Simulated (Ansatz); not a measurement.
C3H6O can be A, `CC1CO1`, or B, `CCC=O`.

Gas-phase electronic energies from Ansatz, PBE0-D4/def2-TZVP geometries. CCSD(T)/CBS adds triple-zeta CCSD(T) − MP2 to the extrapolated MP2 energy (def2 sets, frozen cores). DFT in def2-TZVPP. B3LYP here is the variant with VWN-RPA as its local correlation; programs differ in this. One conformer a species, not always the lowest.

**Question.** Which isomer does CCSD(T)/CBS put lower? Give the gap. (Best estimate.)

**Answer.** Computed: B, by 21.0 kcal/mol.

**Question.** Give E(B) − E(A) in kcal/mol with MP2/def2-TZVPP, PBE0-D4, r2SCAN-D4, CCSD(T)/def2-TZVPP, B3LYP, B2PLYP, PBE-D4. (Best estimate.)

**Answer.** Ansatz gave: MP2/def2-TZVPP -20.2, PBE0-D4 -18.7, r2SCAN-D4 -19.6, CCSD(T)/def2-TZVPP -21.4, B3LYP -22.7, B2PLYP -22.4, PBE-D4 -19.3. None reverses the order clearly.

**Question.** Does the order hold for the free energy at 298.15 K (harmonic terms from PBE0-D4)? (Estimate.)

**Answer.** The calculation gave: Yes: G(B) − G(A) = -22.7 kcal/mol, for one conformer each.

Largest T1 diagnostic: 0.013.

Leaving LDA and LC-ωPBE aside and taking each functional with its dispersion term where it has one, the values, not all of them listed here, spread over 4.9 kcal/mol, from BLYP-D4 to HSE06-D4. LDA lies +3.6 kcal/mol from PBE without D4. In def2-TZVPP, CCSD(T) changes the Hartree–Fock value by +4.3 kcal/mol (the triples alone add +0.2 kcal/mol) and MP2 by +5.5 kcal/mol.
